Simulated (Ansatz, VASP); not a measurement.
# Zn: VASP beside Ansatz

File INCAR:

```
SYSTEM = Zn
PREC = Accurate
ENCUT = 600
EDIFF = 1E-7
ISMEAR = -1
SIGMA = 0.05
LREAL = .FALSE.
LASPH = .TRUE.
NELM = 60
ALGO = Normal
ISIF = 3
LWAVE = .FALSE.
LCHARG = .FALSE.
GGA = PE
IBRION = 2
NSW = 60
EDIFFG = -0.005
```

The input KPOINTS:

```
regular mesh
0
G
  17 17 17
  0 0 0
```

The input POSCAR:

```
Zn
1.0
    0.0000000000      1.9641097993      1.9641097993
    1.9641097993      0.0000000000      1.9641097993
    1.9641097993      1.9641097993      0.0000000000
Zn
1
Direct
    0.0000000000      0.0000000000      0.0000000000
```

Input for Ansatz:

```yaml
crystal:
  lattice:
    - [0.0, 1.9641097993, 1.9641097993]
    - [1.9641097993, 0.0, 1.9641097993]
    - [1.9641097993, 1.9641097993, 0.0]
  atoms:
    - { symbol: Zn, position: [0.0, 0.0, 0.0] }
kpoints:
  mp_grid: { grid: [17, 17, 17] }
scf:
  occupations: { method: fermi_dirac, width: 0.05 }
hamiltonian:
  xc: pbe
  pseudopotentials: { kind: paw }
output:
  forces: true
  stress: true
relax:
  f_tol: 0.005
  max_steps: 40
  cell: {}
```

Alike in both runs: task relaxation of cell and atoms; functional PBE; k mesh 17 × 17 × 17; occupations fermi-dirac, width 0.05 eV; no spin polarisation.

```csv
,VASP,Ansatz
version,VASP 6.6.1,Ansatz 0.2.0
potentials or method,"VASP PAW PBE potentials, release 64 (Zn)","PAW with Ansatz's default frozen-core files, scalar-relativistic"
plane-wave cutoff (eV),600,420
valence electrons in the cell,12,12
```

|  | VASP | Ansatz | Ansatz less VASP |
| --- | --- | --- | --- |
| relaxed volume (Å³/atom) | 15.23 | 15.17 | -0.059 |
| relaxed cell length with the largest relative difference (Å) | 2.782 | 2.779 | -0.0036 |
